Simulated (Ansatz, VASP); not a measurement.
# ZnSe: VASP beside Ansatz

```
Zn Se
1.0
     2.76984    2.76984    0.00000
    -2.76984    2.76984    0.00000
     0.00000    2.76984    2.80037
Zn Se
1 1
Direct
  0.00000 0.00000 0.00000
  0.75000 0.25000 0.50000
```

Change from the starting cell: film at in-plane strain -0.005.

Alike in both runs: task single point; functional LDA; k mesh 8 × 8 × 8; no spin polarisation.

|  | VASP | Ansatz |
| --- | --- | --- |
| version | VASP 6.6.1 | Ansatz 0.2.0 |
| potentials or method | VASP PAW LDA potentials, release 64 (Zn, Se), cutoff 520 eV | all-electron LAPW, scalar-relativistic |
| occupations | gaussian, width 0.01 eV | fixed |

```csv
,VASP,Ansatz,Ansatz less VASP
gap on the k mesh at the Fermi level (eV),1.29,1.25,-0.040
pressure (GPa),0.7,0.3,-0.36
largest component of the traceless stress (GPa),0.28,0.29,+0.003
```

Ansatz ran all-electron here, so the differences hold the error of VASP's frozen core and of both bases.
